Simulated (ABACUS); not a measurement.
Crystal: Al.

```
Al
1.0
    -2.02481    0.00000    2.02481
     0.00000    2.02481    2.02481
    -2.02481    2.02481    0.00000
Al
1
Direct
  0.00000 0.00000 0.00000
```

Base run:

* Program: ABACUS 3.10.1
* Functional: B86bPBE
* Potentials or basis: Ansatz NC PBE
* Cutoff: 558 eV
* Density cutoff: 2231 eV
* Basis: plane waves
* k mesh: 9 × 9 × 9
* Occupations: fermi-dirac, width 0.05 eV
* Spin: no spin polarisation

Its results: band gap on the k mesh none (metal or under the smearing width); pressure 0.2 GPa.

The run is repeated on the same cell with these changes: functional from B86bPBE to RPBE; potentials or basis from Ansatz NC PBE to SG15 ONCV 1.2 PBE; cutoff from 558 eV to 816 eV; density cutoff from 2231 eV to 3265 eV; valence electrons from 3 to 11. What comes out?

Band gap on the k mesh none (metal or under the smearing width); pressure 0.9 GPa.

Caveats: the potentials were made for another functional, which shifts forces and pressure.

Not every run made on this cell is shown here.
